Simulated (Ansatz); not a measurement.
Here is an Ansatz 0.2.0 calculation.

File input.yaml:

```yaml
crystal:
  lattice:
    - [0.0, 3.018, 3.018]
    - [3.018, 0.0, 3.018]
    - [3.018, 3.018, 0.0]
  atoms:
    - { symbol: In, position_ang: [0.0, 0.0, 0.0] }
    - { symbol: As, position_ang: [4.527, 4.527, 4.527] }
hamiltonian:
  xc: r2scan
  pseudopotentials: { kind: paw_fr }
magnetization:
  noncollinear: true
  spin_orbit: true
kpoints:
  mp_grid: { grid: [8, 8, 8] }
  band_path:
    path:
      - [[0.0, 0.0, 0.0], [0.5, 0.0, 0.5], [0.5, 0.25, 0.75], [0.375, 0.375, 0.75], [0.0, 0.0, 0.0], [0.5, 0.5, 0.5], [0.625, 0.25, 0.625], [0.5, 0.25, 0.75], [0.5, 0.5, 0.5], [0.375, 0.375, 0.75]]
      - [[0.625, 0.25, 0.625], [0.5, 0.0, 0.5]]
    npoints: 14
scf:
  occupations: { method: methfessel_paxton, width: 0.1 }
  n_extra_bands: 6
output:
  forces: true
  stress: true
  eigenvalues: true
  fatbands: true
```

Potentials or basis: Ansatz PAW.

The run is started by

```bash
$ ansatz run input.yaml --threads 1 --pin off --max-ram 2560MiB --backend cpu --events-out ev --progress --plain --runs-dir out
```

(1) Predict the band gap along the path.

(2) Estimate the band gap on the k mesh.

(3) What does it give for the pressure?

Results:

(1) 0.17 eV, direct.

(2) 0.17 eV, direct.

(3) 2.2 GPa.

Caveat: the PAW data sets come from PBE, with cores solved anew for the run's functional, which leaves a small shift of forces and pressure.
